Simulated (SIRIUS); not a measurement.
Runs of SIRIUS 7.10.0 on Pd. It takes space group Fm-3m (No. 225, cubic). The conventional cell has a = 3.893 Å, b = 3.893 Å, c = 3.893 Å, α = 90.00°, β = 90.00°, γ = 90.00°. Pd (site symmetry m-3m) is surrounded by 12 Pd at 2.75 Å. 

```csv
task,level,potentials or basis,energy tol,density tol,mixer,mixing beta,max scf,gap on the mesh (eV),pressure (GPa),V0 of scaled cells (Å³/atom),B0 (GPa)
single point,PBE,PseudoDojo 0.4.1 PBE standard (scalar relativistic),1e-08 Ha,1e-06,anderson,0.7,100,none,6.9,-,-
single point,PBEsol,PseudoDojo 0.4.1 PBEsol standard (scalar relativistic),1e-08 Ha,1e-06,anderson,0.7,100,none,-3.0,-,-
equation of state,PBE,PseudoDojo 0.4.1 PBE standard (scalar relativistic),-,-,-,-,-,-,-,15.30,(b)
equation of state,PBEsol,PseudoDojo 0.4.1 PBEsol standard (scalar relativistic),-,-,-,-,-,-,-,14.53,(a)
```

Alike in all rows: no spin polarisation; cell as given; k mesh 12 × 12 × 12; cutoff (eV) 1127; smearing fermi-dirac 0.05 eV.

Task: Estimate the missing entries.

Result: (a) 206; (b) 169.

Caveats: this set's palladium file may shift the pressure by some GPa.

A k mesh can miss the band edges, and the runs leave out spin-orbit coupling on Pd.

A gap of «none» marks a metal or a gap under the smearing width.

Not every run made on this cell is shown here.
